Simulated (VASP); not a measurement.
# Ru in VASP: a series of runs

The runs below take Ru through single point, with r2SCAN.

Everything below comes from runs of VASP 6.6.1. Logs are shortened: lines on timing, memory, paths and dates and some standing lists are left out, and cuts for length are marked.

## Step 1: The structure

The cell holds a slab with vacuum, 4 atoms: a = 2.706 Å, b = 2.706 Å, c = 18.423 Å, α = 90.00°, β = 90.00°, γ = 120.00°.

The slab is cut from a database's or a generator's crystal, which needn't be the stable form of the element.

## Step 2: Single point, r2SCAN

POSCAR reads:

```
Ru
1.0
    2.7058000000      0.0000000000      0.0000000000
   -1.3529000000      2.3432915376      0.0000000000
    0.0000000000      0.0000000000     18.4228500000
Ru
4
Direct
    0.3333330000      0.6666670000      0.3256825084
    0.6666670000      0.3333330000      0.4418941695
    0.3333330000      0.6666670000      0.5581058305
    0.6666670000      0.3333330000      0.6743174916
```

INCAR.step1 reads:

```
PREC = Accurate ; ENCUT = 520
ISMEAR = -1 ; SIGMA = 0.01
LREAL = F ; LASPH = T
NELM = 100 ; LDIPOL = T
IDIPOL = 3 ; DIPOL = 0.5 0.5 0.500
EFIELD = -0.05 ; NBANDS = 36
GGA = PE ; ALGO = Normal
EDIFF = 1E-4 ; LWAVE = T
LCHARG = F
```

INCAR.step2 reads:

```
PREC = Accurate ; ENCUT = 520
EDIFF = 1E-6 ; ISMEAR = -1
SIGMA = 0.01 ; LREAL = F
LASPH = T ; NELM = 100
ALGO = Normal ; ISIF = 2
LWAVE = F ; LCHARG = T
LDIPOL = T ; IDIPOL = 3
DIPOL = 0.5 0.5 0.500 ; METAGGA = R2SCAN
LMIXTAU = T ; LELF = T
LVHAR = T ; LVACPOTAV = T
EFIELD = -0.05 ; NBANDS = 36
ISTART = 1
```

KPOINTS reads:

```
regular mesh
0
Gamma
  8 8 1
```

Potentials or basis: VASP PAW PBE potentials, release 64 (Ru_pv).

Command:

```bash
$ cat potpaw_PBE.64/Ru_pv/POTCAR > POTCAR
$ cp INCAR.step1 INCAR
$ mpirun -np 1 vasp_std > vasp.out
$ cp INCAR.step2 INCAR
$ mpirun -np 1 vasp_std > vasp.out
```

OUTCAR:

```text
PREC = Accurate
   ENCUT = 520
   EDIFF = 1E-6
   ISMEAR = -1
   LREAL = F
   LASPH = T
   NELM = 100
   ISIF = 2
   METAGGA = R2SCAN
   ISTART = 1

 ion  position               nearest neighbor table
   1  0.333  0.667  0.326-   2 2.65   2 2.65   2 2.65
   2  0.667  0.333  0.442-   3 2.65   3 2.65   1 2.65   1 2.65   3 2.65   1 2.65
   3  0.333  0.667  0.558-   2 2.65   2 2.65   4 2.65   4 2.65   2 2.65   4 2.65
   4  0.667  0.333  0.674-   3 2.65   3 2.65   3 2.65

  LATTYP: Found a hexagonal cell.
 ALAT       =     2.7058000000
 C/A-ratio  =     6.8086517851

  Lattice vectors:

 A1 = (   2.7058000000,   0.0000000000,   0.0000000000)
 A2 = (  -1.3529000000,   2.3432915376,   0.0000000000)
 A3 = (   0.0000000000,   0.0000000000,  18.4228500000)

Analysis of symmetry for initial positions (statically):
=====================================================================
 Subroutine PRICEL returns:
 Original cell was already a primitive cell.

 Routine SETGRP: Setting up the symmetry group for a
 hexagonal supercell.

 Subroutine GETGRP returns: Found 12 space group operations
 (whereof 12 operations were pure point group operations)
 out of a pool of 24 trial point group operations.

The static configuration has the point symmetry D_3d.

Analysis of symmetry for dynamics (positions and initial velocities):
=====================================================================
 An external electric field (EFIELD) may reduce the allowed symmetry operations
 Subroutine PRICEL returns:
 Original cell was already a primitive cell.

 Routine SETGRP: Setting up the symmetry group for a
 hexagonal supercell.

 Subroutine GETGRP returns: Found  6 space group operations
 (whereof  6 operations were pure point group operations)
 out of a pool of 24 trial point group operations.

The dynamic configuration has the point symmetry C_3v.

 Subroutine INISYM returns: Found  6 space group operations
 (whereof  6 operations are pure point group operations),
 and found     1 'primitive' translations

----------------------------------------------------------------------------------------

                                     Primitive cell

  volume of cell :     116.8097

[... 76 lines left out ...]
   NELM   =    100;   NELMIN=  2; NELMDL=  0     # of ELM steps
   EDIFF  = 0.1E-05   stopping-criterion for ELM
   LREAL  =      F    real-space projection
   EDIFFG = 0.1E-04   stopping-criterion for IOM
   NSW    =      0    number of steps for IOM
   IBRION =     -1    ionic relax: 0-MD 1-quasi-New 2-CG
   NFREE  =      0    steps in history (QN), initial steepest desc. (CG)
   ISIF   =      2    stress and relaxation
   ISYM   =      2    0-nonsym 1-usesym 2-fastsym
   POTIM  = 0.5000    time-step for ionic-motion
   TEBEG  =    0.0;   TEEND  =   0.0 temperature during run
   PSTRESS=    0.0 pullay stress
   NELECT =      56.0000    total number of electrons
   NUPDOWN=      -1.0000    fix difference up-down
   EMIN   =  10.00;   EMAX   =-10.00  energy-range for DOS
   EFERMI =   0.00;   METHOD = LEGACY
   ISMEAR =    -1;   SIGMA  =   0.01  broadening in eV -4-tet -1-fermi 0-gaus
   EFERMI_NEDOS =   21; number of points for ismear=-14 and -15
   IALGO  =     38    algorithm
   IMIX   =      4    mixing-type and parameters
     AMIX     =   0.40;   BMIX     =  1.00
     AMIX_MAG =   1.60;   BMIX_MAG =  1.00
  volume/ion in A,a.u.               =      29.20       197.07
  Fermi-wavevector in a.u.,A,eV,Ry     =   1.281282  2.421271 22.336444  1.641682
  Thomas-Fermi vector in A             =   2.413660
   LORBIT       =      0    0 simple, 1 ext, 2 COOP (PROOUT), +10 PAW based schemes
   METAGGA = R2SCAN    functional components
   LHFCALC =     F    Hartree Fock is set to
   AEXX    =    0.0000 exact exchange contribution
   IVDW    =     0    specifies the selected vdW correction
   LEPSILON=     F    determine dielectric tensor
   LRPA    =     F    only Hartree local field effects (RPA)
 non-spin polarized calculation
  energy-cutoff  :      520.00
  volume of cell :      116.81
 maximum number of plane-waves:      3179
 NGX is ok and might be reduce to    20
   NGX =  9   NGY =  9   NGZ = 69

 number of electron      56.0000010 magnetization

 dipolmoment           0.000000      0.000000     -0.017592 electrons x Angstroem

 Free energy of the ion-electron system (eV)
  ---------------------------------------------------
  ext. energy  EPLUGINS =         0.00000000
  ---------------------------------------------------
  free energy    TOTEN  =       -99.37348353 eV

  energy without entropy =      -99.36924914  energy(sigma->0) =      -99.37136633

 E-fermi :   3.3196     XC(G=0):  -8.1912

 val. band max:        3.2976909400   @ k =   0.2500   0.0000   0.0000
 cond. band min:       3.3275134766   @ k =   0.2500   0.2500   0.0000
 fundamental gap:      0.0298225366
 Fermi energy:         3.3196432050

 k-point     1 :       0.0000    0.0000    0.0000
  band No.  band energies     occupation
      1     -41.7173      2.00000
      2     -41.2402      2.00000
      3     -40.8778      2.00000
      4     -40.8778      2.00000
      5     -40.7868      2.00000
      6     -40.7868      2.00000
[... 379 lines left out ...]
     35      10.7588      0.00000
     36      11.0582      0.00000

------------------------ aborting loop because EDIFF is reached ----------------------------------------

  FORCE on cell =-STRESS in cart. coord.  units (eV):
  Direction    XX          YY          ZZ          XY          YZ          ZX
  --------------------------------------------------------------------------------------
  -------------------------------------------------------------------------------------
  Total       -4.2486475     -4.2486475     -3.8979507      0.0000000     -0.0000000      0.0000000
  in kB      -58.2750227    -58.2750227    -53.4648174      0.0000000     -0.0000000      0.0000000
  external PRESSURE =     -56.6716210 kB  Pullay stress =       0.0000000 kB

 VOLUME and BASIS-vectors are now :
 -----------------------------------------------------------------------------
  energy-cutoff  :      520.00
  volume of cell :      116.81
      direct lattice vectors                 reciprocal lattice vectors
     2.705800000  0.000000000  0.000000000     0.369576465  0.213375072  0.000000000
    -1.352900000  2.343291538  0.000000000     0.000000000  0.426750144  0.000000000
     0.000000000  0.000000000 18.422850000     0.000000000  0.000000000  0.054280418

 POSITION                                       TOTAL-FORCE (eV/Angst)
 -----------------------------------------------------------------------------------
     -0.00000      1.56220      6.00000        -0.000000      0.000000      0.839768
      1.35290      0.78110      8.14095        -0.000000     -0.000000     -0.721824
     -0.00000      1.56220     10.28190         0.000000      0.000000      0.723532
      1.35290      0.78110     12.42285         0.000000     -0.000000     -0.841475
 -----------------------------------------------------------------------------------
    total drift:                                0.000000     -0.000000      0.000199

  FREE ENERGIE OF THE ION-ELECTRON SYSTEM (eV)
  ---------------------------------------------------
  free  energy   TOTEN  =       -99.3734835254 eV

  energy  without entropy=      -99.3692491423  energy(sigma->0) =      -99.37136633

 vacuum level on the upper side and lower side of the slab         8.462         8.203
```

OSZICAR.step1:

```text
N       E                     dE             d eps       ncg     rms          rms(c)
DAV:   1     0.606711498708E+03    0.60671E+03   -0.35632E+04   848   0.153E+03
DAV:   2    -0.210289122065E+02   -0.62774E+03   -0.61134E+03   784   0.463E+02
DAV:   3    -0.371552177985E+02   -0.16126E+02   -0.15241E+02   800   0.780E+01
[... 11 lines left out ...]
DAV:  15    -0.347897303218E+02    0.23557E-02   -0.11748E-02   836   0.579E-01    0.320E-01
DAV:  16    -0.347889926774E+02    0.73764E-03   -0.64874E-03   812   0.357E-01    0.186E-01
DAV:  17    -0.347887694175E+02    0.22326E-03   -0.46893E-03   680   0.338E-01    0.132E-01
DAV:  18    -0.347885366619E+02    0.23276E-03   -0.11920E-03   548   0.165E-01    0.688E-02
DAV:  19    -0.347884572781E+02    0.79384E-04   -0.13848E-04   488   0.573E-02
   1 F= -.34788457E+02 E0= -.34786807E+02  d E =-.330051E-02
```

It took 2.8 min on 1 thread of Intel Xeon Platinum 8488C (Sapphire Rapids), shared host; peak memory 0.24 GiB.

What came out:

| Item | Value |
| --- | --- |
| Free energy | -99.3735 eV |
| Largest force | 0.841 eV/Å |
| Band gap on the k mesh | none (metal or under the smearing width) |
| Work function of the upper face | 5.14 eV |
| Work function of the lower face | 4.88 eV |

Forces in eV/Å, atoms in the order of the input:
```
Ru   0.000  0.000  0.840
Ru   0.000  0.000 -0.722
Ru   0.000  0.000  0.724
Ru   0.000  0.000 -0.841
```

Levels at points of the mesh, in eV from the Fermi level:
| k point | band 23 | band 24 | band 25 | band 26 | band 27 | band 28 | band 29 | band 30 | band 31 | band 32 |
| --- | --- | --- | --- | --- | --- | --- | --- | --- | --- | --- |
| (0.00, 0.00, 0.00) | -2.09 | -2.09 | -2.01 | -2.01 | -1.82 | -0.86 | -0.86 | 0.05 | 0.17 | 0.17 |
| (0.50, 0.00, 0.00) | -1.47 | -1.04 | 0.11 | 0.15 | 1.11 | 1.39 | 1.46 | 1.66 | 2.12 | 2.14 |

Caveat: the PAW data sets were made with another functional, which shifts forces and pressure a little.

## Step 3: Single point, r2SCAN

POSCAR is that of step 2.

INCAR.step1 reads:

```
PREC = Accurate
ENCUT = 520
ISMEAR = -1
SIGMA = 0.01
LREAL = F
LASPH = T
NELM = 100
LDIPOL = T
IDIPOL = 3
DIPOL = 0.5 0.5 0.500
NBANDS = 36
EFIELD = 0.1
GGA = PE
ALGO = Normal
EDIFF = 1E-4
LWAVE = T
LCHARG = F
```

INCAR.step2 reads:

```
PREC = Accurate
ENCUT = 520
EDIFF = 1E-6
ISMEAR = -1
SIGMA = 0.01
LREAL = F
LASPH = T
NELM = 100
ALGO = Normal
ISIF = 2
LWAVE = F
LCHARG = F
LDIPOL = T
IDIPOL = 3
DIPOL = 0.5 0.5 0.500
METAGGA = R2SCAN
LMIXTAU = T
NBANDS = 36
EFIELD = 0.1
ISTART = 1
```

KPOINTS is that of step 2.

Potentials or basis: VASP PAW PBE potentials, release 64 (Ru_pv).

Command:

```bash
$ cat potpaw_PBE.64/Ru_pv/POTCAR > POTCAR
$ cp INCAR.step1 INCAR
$ mpirun -np 1 vasp_std > vasp.out
$ cp INCAR.step2 INCAR
$ mpirun -np 1 vasp_std > vasp.out
```

OUTCAR:

```text
PREC = Accurate
   ENCUT = 520
   EDIFF = 1E-6
   ISMEAR = -1
   LREAL = F
   LASPH = T
   NELM = 100
   ISIF = 2
   METAGGA = R2SCAN
   ISTART = 1

 ion  position               nearest neighbor table
   1  0.333  0.667  0.326-   2 2.65   2 2.65   2 2.65
   2  0.667  0.333  0.442-   3 2.65   3 2.65   1 2.65   1 2.65   3 2.65   1 2.65
   3  0.333  0.667  0.558-   2 2.65   2 2.65   4 2.65   4 2.65   2 2.65   4 2.65
   4  0.667  0.333  0.674-   3 2.65   3 2.65   3 2.65

  LATTYP: Found a hexagonal cell.
 ALAT       =     2.7058000000
 C/A-ratio  =     6.8086517851

  Lattice vectors:

 A1 = (   2.7058000000,   0.0000000000,   0.0000000000)
 A2 = (  -1.3529000000,   2.3432915376,   0.0000000000)
 A3 = (   0.0000000000,   0.0000000000,  18.4228500000)

Analysis of symmetry for initial positions (statically):
=====================================================================
 Subroutine PRICEL returns:
 Original cell was already a primitive cell.

 Routine SETGRP: Setting up the symmetry group for a
 hexagonal supercell.

[... 163 lines left out ...]
 val. band max:        3.2973263648   @ k =   0.2500   0.0000   0.0000
 cond. band min:       3.3271366298   @ k =   0.2500   0.2500   0.0000
 fundamental gap:      0.0298102650
 Fermi energy:         3.3192614879

 k-point     1 :       0.0000    0.0000    0.0000
  band No.  band energies     occupation
      1     -41.7177      2.00000
      2     -41.2406      2.00000
      3     -40.8782      2.00000
      4     -40.8782      2.00000
      5     -40.7872      2.00000
      6     -40.7872      2.00000
[... 379 lines left out ...]
     35      10.7584      0.00000
     36      11.0579      0.00000

------------------------ aborting loop because EDIFF is reached ----------------------------------------

 vacuum level on the upper side and lower side of the slab       (xc-potential included)        -0.503         0.305

  FORCE on cell =-STRESS in cart. coord.  units (eV):
  Direction    XX          YY          ZZ          XY          YZ          ZX
  --------------------------------------------------------------------------------------
  -------------------------------------------------------------------------------------
  Total       -4.2479785     -4.2479785     -3.8991167      0.0000000      0.0000000      0.0000000
  in kB      -58.2658458    -58.2658458    -53.4808113      0.0000000      0.0000000      0.0000000
  external PRESSURE =     -56.6708343 kB  Pullay stress =       0.0000000 kB

 VOLUME and BASIS-vectors are now :
 -----------------------------------------------------------------------------
  energy-cutoff  :      520.00
  volume of cell :      116.81
      direct lattice vectors                 reciprocal lattice vectors
     2.705800000  0.000000000  0.000000000     0.369576465  0.213375072  0.000000000
    -1.352900000  2.343291538  0.000000000     0.000000000  0.426750144  0.000000000
     0.000000000  0.000000000 18.422850000     0.000000000  0.000000000  0.054280418

 POSITION                                       TOTAL-FORCE (eV/Angst)
 -----------------------------------------------------------------------------------
     -0.00000      1.56220      6.00000         0.000000      0.000000      0.842177
      1.35290      0.78110      8.14095        -0.000000      0.000000     -0.724431
     -0.00000      1.56220     10.28190         0.000000      0.000000      0.721056
      1.35290      0.78110     12.42285         0.000000      0.000000     -0.838802
 -----------------------------------------------------------------------------------
    total drift:                               -0.000000      0.000000      0.000169

  FREE ENERGIE OF THE ION-ELECTRON SYSTEM (eV)
  ---------------------------------------------------
  free  energy   TOTEN  =       -99.3748015505 eV

  energy  without entropy=      -99.3705660555  energy(sigma->0) =      -99.37268380

 vacuum level on the upper side and lower side of the slab         7.843         8.665
```

OSZICAR.step1:

```text
N       E                     dE             d eps       ncg     rms          rms(c)
DAV:   1     0.606445796008E+03    0.60645E+03   -0.35638E+04   848   0.153E+03
DAV:   2    -0.209710748736E+02   -0.62742E+03   -0.61126E+03   776   0.463E+02
DAV:   3    -0.372456117269E+02   -0.16275E+02   -0.15352E+02   788   0.783E+01
[... 12 lines left out ...]
DAV:  16    -0.347910527256E+02    0.36219E-03   -0.43928E-04   696   0.143E-01    0.315E-01
DAV:  17    -0.347898785984E+02    0.11741E-02   -0.28711E-03   636   0.239E-01    0.109E-01
DAV:  18    -0.347897254513E+02    0.15315E-03   -0.54719E-04   488   0.104E-01    0.392E-02
DAV:  19    -0.347898295316E+02   -0.10408E-03   -0.41991E-04   536   0.888E-02    0.503E-02
DAV:  20    -0.347898814347E+02   -0.51903E-04   -0.48247E-05   408   0.384E-02
   1 F= -.34789881E+02 E0= -.34788255E+02  d E =-.325259E-02
```

Wall time 3.2 min (1 thread of Intel Xeon Platinum 8488C (Sapphire Rapids), shared host); peak memory 0.24 GiB.

What came out:

| Quantity | Value |
| --- | --- |
| Free energy | -99.3748 eV |
| Largest force | 0.842 eV/Å |
| Band gap on the k mesh | none (metal or under the smearing width) |

Forces on the atoms (eV/Å):
```
Ru   0.000  0.000  0.842
Ru   0.000  0.000 -0.724
Ru   0.000  0.000  0.721
Ru   0.000  0.000 -0.839
```

Caveat: the PAW data sets were made with another functional, which shifts forces and pressure a little.

## Step 4: Single point, r2SCAN

POSCAR is that of step 3.

INCAR.step1, as its differences from that of step 3:

```diff
@@ -11,3 +11,2 @@
 NBANDS = 36
-EFIELD = 0.1
 GGA = PE
```

INCAR.step2, as its differences from that of step 3:

```diff
@@ -18,3 +18,2 @@
 NBANDS = 36
-EFIELD = 0.1
 ISTART = 1
```

KPOINTS reads:

```
Automatic mesh
0
Gamma
  8 8 1
```

Command:

```bash
$ cat potpaw_PBE.64/Ru_pv/POTCAR > POTCAR
$ cp INCAR.step1 INCAR
$ mpirun -np 1 vasp_std > vasp.out
$ cp INCAR.step2 INCAR
$ mpirun -np 1 vasp_std > vasp.out
```

Wall time 2.4 min (1 thread of Intel Xeon Platinum 8488C (Sapphire Rapids), shared host); peak memory 0.24 GiB.

Results (log left out):

* Free energy: -99.3730 eV
* Largest force: 0.841 eV/Å
* Band gap on the k mesh: none (metal or under the smearing width)

Forces in eV/Å, atoms in the order of the input:
```
Ru   0.000  0.000  0.841
Ru   0.000  0.000 -0.723
Ru   0.000  0.000  0.723
Ru   0.000  0.000 -0.841
```

Levels at points of the mesh, in eV from the Fermi level:
```tsv
k point	band 24	band 25	band 26	band 27	band 28	band 29	band 30	band 31
(0.00, 0.00, 0.00)	-2.09	-2.01	-2.01	-1.82	-0.86	-0.86	0.05	0.17
(0.50, 0.00, 0.00)	-1.04	0.11	0.15	1.11	1.39	1.46	1.66	2.12
```

Caveat: the PAW data sets were made with another functional, which shifts forces and pressure a little.

## Step 5: Overview

```tsv
electric field (eV/Å)	gap on the mesh (eV)	largest force (eV/Å)
0.05	none	0.84
-0.1	none	0.84
-	none	0.84
```

Alike in all rows: task single point; level r2SCAN; potentials or basis VASP PAW PBE potentials, release 64 (Ru_pv); no spin polarisation; cell as given; k mesh 8 × 8 × 1; cutoff (eV) 520; smearing fermi-dirac 0.01 eV.

Every run on the cell as given and a fine mesh finds a metal.

Caveats: the PAW data sets were made with another functional, which shifts forces and pressure a little.

Absolute energies hang on the potentials; compare differences alone.
